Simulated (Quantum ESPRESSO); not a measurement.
# GaSb: band structure with LDA

**The experiment to reproduce.**

A printed reference work, data compilation reports, for a bulk crystal of GaSb at 4.2 K: band gap 0.811 eV (direct).

GaSb:

```
CELL_PARAMETERS angstrom
0.00000 3.05900 3.05900
3.05900 0.00000 3.05900
3.05900 3.05900 0.00000
ATOMIC_POSITIONS crystal
Sb 0.75000 0.75000 0.75000
Ga 0.00000 0.00000 0.00000
```

```json
{
  "Program": "Quantum ESPRESSO 7.5",
  "Task": "band structure",
  "Functional": "LDA",
  "Potentials or basis": "PseudoDojo 0.4.1 SR LDA standard",
  "Cutoff": "1143 eV",
  "Density cutoff": "4572 eV",
  "k mesh": "8 × 8 × 8",
  "Occupations": "fermi-dirac, width 0.05 eV",
  "Spin": "no spin polarisation",
  "Form of the LDA correlation": "PW92",
  "Mixing beta": "0.5",
  "Most SCF iterations": "120",
  "SCF threshold": "4e-10 Ry"
}
```

| Item | Value |
| --- | --- |
| Pressure | -1.8 GPa |
| Band gap on the k mesh | none (metal or under the smearing width) |

Levels at the corners of the path, in eV from the Fermi level:
```tsv
point	band 11	band 12	band 13	band 14	band 15	band 16	band 17	band 18
Γ	-11.58	-0.21	-0.04	-0.04	-0.04	2.75	2.75	2.75
X	-9.15	-6.88	-2.60	-2.60	0.81	1.14	8.61	8.61
W	-9.11	-6.75	-3.39	-3.17	3.58	4.23	4.33	4.70
K	-9.22	-6.70	-3.65	-2.22	1.30	3.79	6.50	6.77
Γ	-11.58	-0.21	-0.04	-0.04	-0.04	2.75	2.75	2.75
L	-9.97	-6.44	-1.18	-1.18	0.25	3.72	3.72	6.34
U	-9.22	-6.70	-3.65	-2.22	1.30	3.79	6.50	6.77
W	-9.11	-6.75	-3.39	-3.17	3.58	4.23	4.33	4.70
L	-9.97	-6.44	-1.18	-1.18	0.25	3.72	3.72	6.34
K	-9.22	-6.70	-3.65	-2.22	1.30	3.79	6.50	6.77
U	-9.22	-6.70	-3.65	-2.22	1.30	3.79	6.50	6.77
X	-9.15	-6.88	-2.60	-2.60	0.81	1.14	8.61	8.61
```

It took 85 s on 1 thread of Arm Neoverse V2 (shared host), peak memory 0.14 GiB.

A measured gap of GaSb is 0.811 eV (direct; 4.2 K; a printed reference work, data compilation); the calculated 0.00 eV misses it by -0.81 eV. Spin-orbit coupling on Ga, Sb is left out. The value is that of LDA on a finite k mesh, which can miss the band edges, without temperature or zero-point motion. Semilocal functionals fall short of measured gaps as a rule.

Caveat: spin-orbit coupling is left out, which moves the levels of the heavy elements; this crystal is a semiconductor, whose small gap the functional closes, so the metal is an error of the method.
